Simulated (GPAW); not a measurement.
# Ti (Im-3m) in GPAW: equation of state

How stiff is Ti in PBEsol, and what volume does it want? The cell is scaled to several volumes.

Program: GPAW 26.7.0. These are calculated values, not measurements. Logs are shortened: lines on timing, memory, paths and dates and some standing lists are left out, and cuts for length are marked. The log counts tension as positive stress, the text compression.

### 1 The structure

The structure is cubic, space group Im-3m (No. 229). The conventional cell has a = 3.282 Å, b = 3.282 Å, c = 3.282 Å, α = 90.00°, β = 90.00°, γ = 90.00°. Ti (site symmetry m-3m) has 8 Ti at 2.84 Å as nearest neighbours.

This isn't the form of Ti at room conditions, which is hcp.

### 2 Equation of state, PBEsol

Contents of run.py:

```python
from ase import Atoms
from ase.eos import EquationOfState
from ase.io import Trajectory
from ase.units import GPa
from gpaw import GPAW, PW, setup_paths

setup_paths.insert(0, '.')

atoms = Atoms(['Ti'],
              cell=[[-1.641, 1.641, 1.641],
                    [1.641, -1.641, 1.641],
                    [1.641, 1.641, -1.641]],
              scaled_positions=[[0.0, 0.0, 0.0]],
              pbc=True)

traj = Trajectory('eos.traj', 'w')
volumes, energies = [], []
for x in [0.94, 0.96, 0.98, 1.0, 1.02, 1.04, 1.06]:
    a = atoms.copy()
    a.set_cell(atoms.cell * x**(1 / 3), scale_atoms=True)
    calc = GPAW(mode=PW(600),
                xc='PBEsol',
                kpts={'size': (11, 11, 11), 'gamma': True},
                occupations={'name': 'fermi-dirac', 'width': 0.05},
                nbands=14,
                convergence={'density': 1e-05, 'energy': 1e-05},
                maxiter=150,
                txt=f'eos-{x:.2f}.txt')
    a.calc = calc
    energies.append(a.get_potential_energy(force_consistent=True))
    volumes.append(a.get_volume())
    p = -a.get_stress()[:3].mean() / GPa
    calc.write(f'eos-{x:.2f}.gpw')
    traj.write(a)
    print(f'{x:.2f} {volumes[-1]:10.4f} A^3 {energies[-1]:14.6f} eV {p:9.3f} GPa', flush=True)

v0, e0, B = EquationOfState(volumes, energies, eos='birchmurnaghan').fit()
print(f'V0 = {v0:.4f} A^3, E0 = {e0:.6f} eV, B0 = {B / GPa:.2f} GPa')
```

Potentials or basis: PAW data sets generated in the run's folder for this functional, pw.

Started as:

```bash
gpaw-setup -f PBEsol Ti
OMP_NUM_THREADS=1 python run.py
```

Log:

```text
__  _  _
 | _ |_)|_||  |
 |__||  | ||/\| - 26.7.0

Input parameters:
  mode=PW(ecut=600.0),
  convergence={'density': 1e-05, 'energy': 1e-05},
  kpts=MonkhorstPack(size=(11, 11, 11), gamma=True),
  maxiter=150,
  nbands=14,
  occupations=Occupations(name='fermi-dirac', width=0.05),
  xc=XC(name='PBEsol')

Diagonalizing LCAO Hamiltonian
Converting LCAO to pw mode

       Ti

Atoms  # Å, Bohr magnetons
|   | symbol |        x |        y |        z |    initial magnetic moments |
|---|--------|----------|----------|----------|-----------------------------|
| 0 |     Ti | 0.000000 | 0.000000 | 0.000000 | ( 0.0000,  0.0000,  0.0000) |

Unit cell  # Å
| periodic |         x |         y |         z |  lengths |     angles |
|----------|-----------|-----------|-----------|----------|------------|
|      yes | -1.607501 |  1.607501 |  1.607501 | 2.784273 | 109.471221 |
|      yes |  1.607501 | -1.607501 |  1.607501 | 2.784273 | 109.471221 |
|      yes |  1.607501 |  1.607501 | -1.607501 | 2.784273 | 109.471221 |

Number of symmetries: 48
Symmetry operations  # r_c * U_cc + t_c -> r_c
|    | kind |            matrix            |
|----|------|------------------------------|
|  0 |  σ   |  1, 1, 1,  0, 0,-1,  0,-1, 0 |
|  1 |  C4  |  1, 1, 1,  0, 0,-1, -1, 0, 0 |
|  2 |  C2  |  1, 1, 1,  0,-1, 0,  0, 0,-1 |
|  3 |  S6  |  1, 1, 1,  0,-1, 0, -1, 0, 0 |
|  4 |  S6  |  1, 1, 1, -1, 0, 0,  0, 0,-1 |
|  5 |  C4  |  1, 1, 1, -1, 0, 0,  0,-1, 0 |
|  6 |  E   |  1, 0, 0,  0, 1, 0,  0, 0, 1 |
|  7 |  σ   |  1, 0, 0,  0, 1, 0, -1,-1,-1 |
|  8 |  σ   |  1, 0, 0,  0, 0, 1,  0, 1, 0 |
|  9 |  C3  |  1, 0, 0,  0, 0, 1, -1,-1,-1 |
| 10 |  C3  |  1, 0, 0, -1,-1,-1,  0, 1, 0 |
| 11 |  σ   |  1, 0, 0, -1,-1,-1,  0, 0, 1 |
| 12 |  σ   |  0, 1, 0,  1, 0, 0,  0, 0, 1 |
| 13 |  C2  |  0, 1, 0,  1, 0, 0, -1,-1,-1 |
| 14 |  C3  |  0, 1, 0,  0, 0, 1,  1, 0, 0 |
| 15 |  S4  |  0, 1, 0,  0, 0, 1, -1,-1,-1 |
| 16 |  S4  |  0, 1, 0, -1,-1,-1,  1, 0, 0 |
| 17 |  C3  |  0, 1, 0, -1,-1,-1,  0, 0, 1 |
| 18 |  C3  |  0, 0, 1,  1, 0, 0,  0, 1, 0 |
| 19 |  S4  |  0, 0, 1,  1, 0, 0, -1,-1,-1 |
| 20 |  σ   |  0, 0, 1,  0, 1, 0,  1, 0, 0 |
| 21 |  C3  |  0, 0, 1,  0, 1, 0, -1,-1,-1 |
| 22 |  C2  |  0, 0, 1, -1,-1,-1,  1, 0, 0 |
| 23 |  S4  |  0, 0, 1, -1,-1,-1,  0, 1, 0 |
| 24 |  C4  |  0, 0,-1,  1, 1, 1,  0,-1, 0 |
| 25 |  σ   |  0, 0,-1,  1, 1, 1, -1, 0, 0 |
| 26 |  S6  |  0, 0,-1,  0,-1, 0,  1, 1, 1 |
| 27 |  C2  |  0, 0,-1,  0,-1, 0, -1, 0, 0 |
| 28 |  C4  |  0, 0,-1, -1, 0, 0,  1, 1, 1 |
| 29 |  S6  |  0, 0,-1, -1, 0, 0,  0,-1, 0 |
| 30 |  S6  |  0,-1, 0,  1, 1, 1,  0, 0,-1 |
| 31 |  C4  |  0,-1, 0,  1, 1, 1, -1, 0, 0 |
| 32 |  C4  |  0,-1, 0,  0, 0,-1,  1, 1, 1 |
| 33 |  S6  |  0,-1, 0,  0, 0,-1, -1, 0, 0 |
| 34 |  σ   |  0,-1, 0, -1, 0, 0,  1, 1, 1 |
| 35 |  C2  |  0,-1, 0, -1, 0, 0,  0, 0,-1 |
| 36 |  C2  | -1, 0, 0,  1, 1, 1,  0, 0,-1 |
| 37 |  S6  | -1, 0, 0,  1, 1, 1,  0,-1, 0 |
| 38 |  S6  | -1, 0, 0,  0, 0,-1,  1, 1, 1 |
| 39 |  C2  | -1, 0, 0,  0, 0,-1,  0,-1, 0 |
| 40 |  C2  | -1, 0, 0,  0,-1, 0,  1, 1, 1 |
| 41 |  i   | -1, 0, 0,  0,-1, 0,  0, 0,-1 |
| 42 |  S4  | -1,-1,-1,  1, 0, 0,  0, 1, 0 |
| 43 |  C3  | -1,-1,-1,  1, 0, 0,  0, 0, 1 |
| 44 |  C3  | -1,-1,-1,  0, 1, 0,  1, 0, 0 |
| 45 |  σ   | -1,-1,-1,  0, 1, 0,  0, 0, 1 |
| 46 |  S4  | -1,-1,-1,  0, 0, 1,  1, 0, 0 |
| 47 |  C2  | -1,-1,-1,  0, 0, 1,  0, 1, 0 |

BZ-sampling:
  Number of BZ points: 1331
  Number of IBZ points: 56

  Monkhorst-Pack size: [11, 11, 11]
  Monkhorst-Pack shift: [0, 0, 0]

K-points  # in reciprocal-cell coordinates
|     |                                coordinates |     weight |
|-----|--------------------------------------------|------------|
|   0 | (  0.00000000,   0.00000000,   0.00000000) | 0.00075131 |
|   1 | (  0.09090909,   0.00000000,   0.00000000) | 0.00901578 |
|   2 | (  0.09090909,   0.09090909,  -0.09090909) | 0.00450789 |
|   3 | (  0.18181818,   0.00000000,  -0.09090909) | 0.01803156 |
|   4 | (  0.18181818,   0.00000000,   0.00000000) | 0.00901578 |
|   5 | (  0.18181818,   0.09090909,  -0.09090909) | 0.01803156 |
|   6 | (  0.18181818,   0.18181818,  -0.18181818) | 0.00450789 |
|   7 | (  0.27272727,  -0.09090909,  -0.09090909) | 0.00601052 |
|   8 | (  0.27272727,   0.00000000,  -0.09090909) | 0.03606311 |
|   9 | (  0.27272727,   0.00000000,   0.00000000) | 0.00901578 |
| ... |                                            |            |
|  55 | (  0.45454545,   0.45454545,   0.45454545) | 0.00601052 |

Plane wave coefficients: 571
Cutoff: 600.0 eV

Spin-components: 1 (collinear spins)
Bands:           14
Projectors:      6
Spin-degeneracy: 2
Datatype:        complex128

Parallelization:
  kpt:    1
  domain: 1
  band:   1

Density:
  Valence electrons: 12.0
  Components: 1
  Grid points: [16 16 16]
  Charge: 0.0  # |e|

Potential:
  Grid points: [16 16 16]

species:
  Ti:
    name:    Titanium
    Z:       22.0
    valence: 12
    core:    10
    charge:  0.0  # [|e|]
    compensation charges:
      type: gauss
      rc: 0.38  # [Å]
      lmax: 2
    cutoffs:
      filter: 2.23  # [Å]
      core: 1.02  # [Å]
    projectors
    | kind |    occ | energy [eV] | rcut [Å] |
    |------|--------|-------------|----------|
    |   3s |  2.000 |     -62.441 |    1.270 |
    |   4s |  2.000 |      -4.477 |    1.270 |
    |   3p |  6.000 |     -38.776 |    1.058 |
    |   4p |  0.000 |      -1.449 |    1.058 |
    |   3d |  2.000 |      -4.275 |    1.058 |
    |    d |        |      22.937 |    1.058 |

    Using partial waves for Ti as LCAO basis

Reference energy: -23197.747648  # eV

eigensolver:
[... 26 lines left out ...]
convergence criteria:
- Maximum integral of absolute [dens]ity change: 1e-05 electrons / valence electron
- Maximum [total energy] change in last 3 cyles: 1e-05 eV / valence electron
- Maximum integral of absolute [eigenst]ate change: 4e-08 eV^2 / valence electron
maximum number of iterations: 150

SCF iterations
|iter     | |      energy | eigst |  dens |
|---------|-|-------------|-------|-------|
|iter:   1| |   -7.280899 | -0.08 |       |
|iter:   2| |   -7.227563 | -3.02 | -1.25 |
|iter:   3| |   -7.062380 | -1.87 | -1.31 |
|iter:   4| |   -7.065940 | -3.83 | -2.11 |
|iter:   5| |   -7.067604 | -4.09 | -2.41 |
|iter:   6| |   -7.067621 | -6.40 | -3.67 |
|iter:   7| |   -7.067622c| -6.80 | -3.91 |
|iter:   8| |   -7.067622c| -8.46c| -5.21c|

Converged in 8 steps
Energy contributions relative to reference atoms: (reference = -23197.747648)

Energy contributions:
  Kinetic:           5.568466
  Coulomb:          -4.890099
  Zero:              0.006850
  External:          0.000000
  Xc:               -7.743015
  Entropy:          -0.019647
  Spinorbit:         0.000000
  ----------------------------
  Free energy:      -7.077445
  Extrapolated:     -7.067622

dipole moment: (-5.126234, -5.126234, -5.126234)  # |e|*Ang

Fermi level: 8.625
Eigenvalues  # (at kpt = [0.000, 0.000, 0.000])
| band index |      eig [eV] | occ [0-2] |
|------------|---------------|-----------|
|          0 |       -47.530 |     2.000 |
|          1 |       -23.450 |     2.000 |
|          2 |       -23.450 |     2.000 |
|          3 |       -23.450 |     2.000 |
|          4 |         2.621 |     2.000 |
|          5 |         9.672 |     0.000 |
|          6 |         9.672 |     0.000 |
|          7 |         9.672 |     0.000 |
|          8 |        11.543 |     0.000 |
|          9 |        11.543 |     0.000 |
|         10 |        26.400 |     0.000 |
|         11 |        26.400 |     0.000 |
|         12 |        26.400 |     0.000 |
|         13 |        32.617 |     0.000 |

No gap
No difference between direct/indirect transitions

Stress tensor  # eV/Ang^3
|         x |         y |         z |
|-----------|-----------|-----------|
|  0.006427 | -0.000000 | -0.000000 |
| -0.000000 |  0.006427 |  0.000000 |
| -0.000000 |  0.000000 |  0.006427 |

# Writing to eos-0.94.gpw (mode='')
```

Run time: 54 s. Hardware: 1 thread of Intel Xeon Platinum 8488C (Sapphire Rapids), shared host; peak memory 0.19 GiB.

Results:

```
Equilibrium volume : 16.60 Å³/atom (rough: see the caveat)
Bulk modulus       : 111 GPa (rough)
```

Energy against volume, from the lowest point:
```csv
volume (Å³/atom),energy (meV/atom)
16.616,0.00
16.969,2.76
17.323,10.29
17.676,22.16
18.030,38.02
18.383,57.50
18.737,80.33
```

Caveat: the minimum lies outside the volumes run.
